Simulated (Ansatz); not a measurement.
MnO2 in Ansatz: the effect of functional

MnO2:

```
Mn O
1.0
     2.90416    0.00000    0.00000
     0.00000    3.84481    0.00000
     0.00000    0.00000    6.16426
Mn O
2 4
Direct
  0.50000 0.50000 0.34330
  0.00000 0.00000 0.65670
  0.50000 0.00000 0.83757
  0.00000 0.50000 0.16243
  0.50000 0.00000 0.42180
  0.00000 0.50000 0.57820
```

Measurements of this composition are mostly on another form, of space group No. 136.

Alike in all runs:

- Program: Ansatz 0.2.0
- Task: band structure
- Potentials or basis: Ansatz PAW
- k mesh: 9 × 7 × 5
- Occupations: fermi-dirac, width 0.05 eV
- Spin: collinear spin, ferromagnetic start
- Starting moments: [4.0, 4.0, 0.0, 0.0, 0.0, 0.0] μB

```tsv
functional	cutoff	pressure (GPa)	largest force (eV/Å)
LDA	420 eV (not typed: the program's choice for these potentials)	-19.4	1.56
PBEsol	420 eV (not typed: the program's choice for these potentials)	?	?
r2SCAN	500 eV (not typed: the program's choice for these potentials)	-12.6	1.06
```

**Question.** What does the run with functional PBEsol give?

**Answer.** Pressure -13.4 GPa; largest force 1.18 eV/Å.

Caveats: only a ferromagnetic start was run, and an antiferromagnetic order may lie lower in energy; the PAW data sets come from PBE, with cores solved anew for the run's functional, which leaves a small shift of forces and pressure; forces of over 1 eV/Å show positions far from the minimum, so gaps and moduli don't describe the material at rest; the magnetic or orbital state may not be the lowest (some runs).
